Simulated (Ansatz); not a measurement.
# Cl (Cmce) in Ansatz: a series of runs

The runs below take Cl through band structure, with PBEsol.

Program: Ansatz 0.2.0. These are calculated values, not measurements. Logs are shortened: lines on timing, memory, paths and dates and some standing lists are left out, and cuts for length are marked.

## 1. The cell of the first run

The structure is orthorhombic, space group Cmce (No. 64). Conventional cell: a = 6.290 Å, b = 4.500 Å, c = 8.210 Å, α = 90.00°, β = 90.00°, γ = 90.00°. Around Cl (site symmetry m) lie 1 Cl at 2.02 Å.

## 2. Band structure, PBEsol (strain_z = 0)

input.yaml

```yaml
crystal:
  lattice:
    - [3.145, -2.25, 0.0]
    - [3.145, 2.25, 0.0]
    - [0.0, 0.0, 8.21]
  atoms:
    - { symbol: Cl, position: [0.37, 0.63, 0.4] }
    - { symbol: Cl, position: [0.13, 0.87, 0.9] }
    - { symbol: Cl, position: [0.63, 0.37, 0.6] }
    - { symbol: Cl, position: [0.87, 0.13, 0.1] }
kpoints:
  mp_grid: { grid: [7, 7, 4] }
  band_path:
    path:
      - [0.0, 0.0, 0.0]
      - [0.3779569104, -0.3779569104, 0.0]
      - [0.0, -0.5, 0.0]
      - [0.0, -0.5, -0.5]
      - [0.3779569104, -0.3779569104, -0.5]
      - [0.0, 0.0, -0.5]
      - [0.0, 0.0, 0.0]
      - [-0.5, -0.5, 0.0]
    npoints: 6
scf:
  occupations: { method: fermi_dirac, width: 0.05 }
hamiltonian:
  xc: pbesol
  pseudopotentials: { kind: all_electron, lapw: { basis_error: 0.002 } }
output:
  forces: true
  stress: true
  eigenvalues: true
```

Potentials or basis: all-electron LAPW, scalar-relativistic.

On the command line:

```bash
> ansatz run input.yaml --threads 2 --pin off --max-ram 8192MiB --backend cpu --events-out ev --progress --plain --runs-dir out
```

The log of the run:

```text
Warning: RAYON_NUM_THREADS=2 ignored (pool sized by the plan → 2); use --threads N
LAPW: plane waves up to 8.610 Å⁻¹, error target 2.0e-3 eV per atom; small_component_spin mean_spin; Cl in spheres of 1.008 Å, 15 of its electrons in bands, Dirac shells [] (how accurate: hamiltonian.pseudopotentials.lapw.basis_error, Limitations)
Engine: ansatz 0.2.0, x86_64-unknown-linux-gnu
Pseudopotentials: kind: all_electron
Pseudopotential: Cl, LAPW, valence charge 15, lapw/all_electron/scalar/gaussian/Cl, Koelling and Harmon's equation, gaussian nucleus
Functional definition: PBEsol
  exchange = pbesol_x
  correlation = pbesol_c
Crystal: 4 atoms, lattice volume = 116.192 Å³
Basis set: ecut = 282.4634413235529 eV, 1265 PW (Γ), exchange–correlation at level 2
Bands: 36, of which v1, the nominal top of the filled ones, is band 30 counted from 1 (29 counted from 0)
Symmetry: 8 space group operations
Space group: Cmce (ITA 64), of the structure as read, at distance tolerance 4.9e-5 Å
k-points: 48 of 196
Non-local potential: Cl, projectors of the file, none
Initial density: superposition of atomic densities (chi_scale 0.1, normalization cell)
Initial wavefunctions: plane waves of lowest kinetic energy (no species holds an atomic orbital)
Functional: x = pbesol(κ = 0.804, μ = 0.12345679012345678), c = pbesol(β = 0.046)
iter 1 solved again at ethr=1.51e-3 eV; its pass at ethr=1.00e-1 eV (dr2=9.09e-1 eV) is discarded
SCF iter   1: F=—  HF=-50157.885764 eV  |F-HF|=—  |Δ(HF+E_count)|=         —  Δρ=3.33e-2  dr2=9.03e-1  ethr=1.51e-3  ⟨swp⟩=2.1  Hψ=11882  notcnv=0
preconditioner: auto → Resta (q_TF=auto, 2.444 Å⁻¹)  ε∞=3.1  [insulator: Δε(μ)=2.903 eV  Ē_g=12.647 eV  σ=0.050 eV  W_gap=1.00  n_scr=32 (ndim 8)  ℏωp=18.2 eV  f_vac=0.240  D(μ)=0.00/eV (n_scr^D=0)  ε∞_Penn≈3.1]
SCF iter   2: F=—  HF=-50157.450092 eV  |F-HF|=—  |Δ(HF+E_count)|=   4.36e-1  Δρ=1.69e-2  dr2=2.46e-1  ethr=1.51e-3  ⟨swp⟩=2.1  Hψ=4805  notcnv=0
iter 3 solved again at ethr=8.03e-6 eV; its pass at ethr=4.10e-4 eV (dr2=4.82e-3 eV) is discarded
SCF iter   3: F=—  HF=-50157.327154 eV  |F-HF|=—  |Δ(HF+E_count)|=   1.23e-1  Δρ=2.00e-3  dr2=4.80e-3  ethr=8.03e-6  ⟨swp⟩=2.0  Hψ=8811  notcnv=0
SCF iter   4: F=—  HF=-50157.331976 eV  |F-HF|=—  |Δ(HF+E_count)|=         —  Δρ=6.14e-4  dr2=5.91e-4  ethr=8.00e-6  ⟨swp⟩=2.0  Hψ=4512  notcnv=0
the basis was enlarged: its passes take 251.3 KiB over the memory plan, 2 of 2 planned eigensolver slots
SCF iter   5: F=—  HF=-50157.332233 eV  |F-HF|=—  |Δ(HF+E_count)|=   2.57e-4  Δρ=1.31e-4  dr2=2.28e-5  ethr=9.85e-7  ⟨swp⟩=3.0  Hψ=4794  notcnv=0
SCF iter   6: F=—  HF=-50157.332255 eV  |F-HF|=—  |Δ(HF+E_count)|=   2.22e-5  Δρ=4.95e-5  dr2=3.43e-6  ethr=3.80e-8  ⟨swp⟩=3.0  Hψ=4901  notcnv=0
SCF iter   7: F=-50157.332263 eV  HF=-50157.332263 eV  |F-HF|=5.15e-8  |Δ(HF+E_count)|=   7.50e-6  Δρ=6.49e-6  dr2=5.60e-8  ethr=5.72e-9  ⟨swp⟩=3.0  Hψ=5144  notcnv=0
SCF 1 converged in 7 iterations: F = -50157.332263 eV  dr2 = 5.60e-8
NSCF: frozen V_eff on 43 k-points
SCF converged after 7 iterations
Free energy (F): -50157.332263 eV
Harris-Foulkes:  -50157.332263 eV  (|F-HF|=5.15e-8)
Internal energy: -50157.332263 eV  (E = F + TS)
E sigma→0 (E₀):  -50157.332263 eV
Fermi energy:    2.128967 eV
--- Per-component energies (eV) ---
  E_band       = -6499.139282
  E_kinetic    = 50405.533094
  E_xc         = -2987.176129
  E_electrostatic = -97575.689228  (all electrons and nuclei)
  E_smearing   = -0.000000  (= −TS)
  E_closure    = 0.000000  (closes the sum)
  E_atoms      = -50149.531793  (free atoms, spherical and without spin; not in F)
  Σ components = -50157.332263   (vs F -50157.332263, Δ=0.00e0)
  Basis errors (estimates in eV, not in F): energy 1.2e-3 per atom: plane waves 1.1e-3 (7.0e-4 summed), levels above the bands 2.3e-75, relativity 3.2e-8, radial functions 6.8e-5, core shells 1.9e-10; eigenvalues (radial functions only) 4.0e-6; not estimated: angular momenta, meshes, grids; target (lapw.basis_error) 2.0e-3; muffin-tin radii Cl 1.008 Å
--- Forces (eV/Å), atoms counted from 1 ---
  atom   1  Cl     0.00000000    -0.16422720     0.05968475
  atom   2  Cl     0.00000000     0.16422720     0.05968475
  atom   3  Cl     0.00000000     0.16422720    -0.05968475
  atom   4  Cl     0.00000000    -0.16422720    -0.05968475
  max |Σ_I F_I| component: 1.39e-17 eV/Å
--- Stress (GPa, compression-positive) ---
        0.196750       0.000000       0.000000
        0.000000      -1.116730       0.000000
        0.000000       0.000000      -1.638456
  P = ⅓ Tr σ = -0.8528 GPa (-8.528 kbar)
--- Band table (eV; the first three rows and the last of 48) ---
  k-point 0: bands = ["-244.4347", "-244.4347", "-244.4342", "-244.4342", "-183.9387", "-183.9387", "-183.9356", "-183.9356", "-183.5221", "-183.5221", "-183.5219", "-183.5219", "-183.5055", "-183.5055", "-183.5053", "-183.5053", "-15.7104", "-15.5066", "-11.7009", "-11.1537", "-4.4528", "-3.6358", "-1.7581", "-1.6265", "-1.2762", "-1.2677", "0.1742", "0.4799", "0.7418", "0.8349", "3.3292", "3.9062", "7.6126", "8.2362", "9.4753", "10.7965"]
  k-point 1: bands = ["-244.4347", "-244.4347", "-244.4342", "-244.4342", "-183.9387", "-183.9387", "-183.9356", "-183.9356", "-183.5221", "-183.5221", "-183.5219", "-183.5219", "-183.5055", "-183.5055", "-183.5053", "-183.5053", "-15.6828", "-15.5389", "-11.6216", "-11.2353", "-4.3504", "-3.7836", "-1.6655", "-1.5906", "-1.2750", "-1.2690", "0.1698", "0.3915", "0.7552", "0.8211", "3.3687", "3.7727", "7.8136", "8.2929", "9.7391", "10.6834"]
  k-point 2: bands = ["-244.4347", "-244.4347", "-244.4342", "-244.4342", "-183.9387", "-183.9387", "-183.9356", "-183.9356", "-183.5221", "-183.5221", "-183.5219", "-183.5219", "-183.5055", "-183.5055", "-183.5053", "-183.5053", "-15.6132", "-15.6132", "-11.4296", "-11.4296", "-4.0872", "-4.0872", "-1.5643", "-1.5643", "-1.2720", "-1.2720", "0.2322", "0.2322", "0.7880", "0.7880", "3.5261", "3.5261", "8.1771", "8.1771", "10.3236", "10.3236"]
  k-point 47: bands = ["-244.4347", "-244.4347", "-244.4342", "-244.4342", "-183.9387", "-183.9387", "-183.9356", "-183.9356", "-183.5221", "-183.5221", "-183.5219", "-183.5219", "-183.5055", "-183.5055", "-183.5053", "-183.5053", "-15.4074", "-15.4074", "-11.3730", "-11.3730", "-4.0810", "-4.0810", "-2.6971", "-2.6971", "-2.0095", "-2.0095", "0.2942", "0.2942", "0.4424", "0.4424", "3.4837", "3.4837", "9.7422", "9.7422", "10.5454", "10.5454"]
```

Run time: 75 s. Hardware: 2 threads of Intel Xeon at 2.50GHz (Skylake/Cascade Lake), shared host; peak memory 0.44 GiB.

Results:

```yaml
Free_energy: -50157.3323 eV
Pressure: -0.9 GPa
Largest_force: 0.175 eV/Å
Band_gap_on_the_k_mesh: 2.44 eV, indirect (least direct gap 2.49 eV)
Band_gap_along_the_path: 2.42 eV, indirect (least direct gap 2.48 eV)
```

Forces on the atoms (eV/Å):
```
Cl   0.000 -0.164  0.060
Cl   0.000  0.164  0.060
Cl   0.000  0.164 -0.060
Cl   0.000 -0.164 -0.060
```

Stress tensor (GPa, compression positive):
```
 0.20  0.00  0.00
 0.00 -1.12  0.00
 0.00  0.00 -1.64
```

Levels at the corners of the path, in eV from the valence-band top:
```tsv
point	band 27	band 28	band 29	band 30	band 31	band 32	band 33	band 34
Γ	-0.72	-0.41	-0.15	-0.06	2.44	3.01	6.72	7.34
X	-0.86	-0.67	-0.22	-0.01	2.57	2.75	8.36	9.01
S	-0.52	-0.52	-0.16	-0.16	2.83	2.83	8.13	8.13
R	-0.44	-0.44	-0.01	-0.01	2.72	2.72	8.35	8.35
A	-0.42	-0.42	-0.41	-0.41	2.65	2.65	9.05	9.05
Z	-0.66	-0.66	-0.10	-0.10	2.63	2.63	7.29	7.29
Γ	-0.72	-0.41	-0.15	-0.06	2.44	3.01	6.72	7.34
Y	-0.98	-0.91	-0.37	0.00	2.52	2.71	8.41	8.51
```

## 3. Band structure, PBEsol, 27.89 Å³/atom (strain_z = -0.04)

input.yaml, as its differences from that of step 2:

```diff
@@ -4,3 +4,3 @@
     - [3.145, 2.25, 0.0]
-    - [0.0, 0.0, 8.21]
+    - [0.0, 0.0, 7.8816]
   atoms:
```

Potentials or basis: all-electron LAPW, scalar-relativistic.

On the command line:

```bash
> ansatz run input.yaml --threads 2 --pin off --max-ram 8192MiB --backend cpu --events-out ev --progress --plain --runs-dir out
```

Wall time 72 s (2 threads of Intel Xeon at 2.50GHz (Skylake/Cascade Lake), shared host); peak memory 0.46 GiB.

The run converged. Its results:

```
Free energy             : -50157.3188 eV
Pressure                : 1.4 GPa
Largest force           : 0.902 eV/Å
Band gap on the k mesh  : 2.73 eV, indirect (least direct gap 2.80 eV)
Band gap along the path : 2.71 eV, indirect (least direct gap 2.80 eV)
```

## 4. Band structure, PBEsol, 28.47 Å³/atom (strain_z = -0.02)

input.yaml, as its differences from that of step 3:

```diff
@@ -4,3 +4,3 @@
     - [3.145, 2.25, 0.0]
-    - [0.0, 0.0, 7.8816]
+    - [0.0, 0.0, 8.0458]
   atoms:
```

On the command line:

```bash
> ansatz run input.yaml --threads 2 --pin off --max-ram 8192MiB --backend cpu --events-out ev --progress --plain --runs-dir out
```

It took 75 s on 2 threads of Intel Xeon at 2.50GHz (Skylake/Cascade Lake), shared host; peak memory 0.45 GiB.

Results (log left out):

* Free energy: -50157.3414 eV
* Pressure: 0.2 GPa
* Largest force: 0.359 eV/Å
* Band gap on the k mesh: 2.58 eV, indirect (least direct gap 2.66 eV)
* Band gap along the path: 2.56 eV, indirect (least direct gap 2.66 eV)
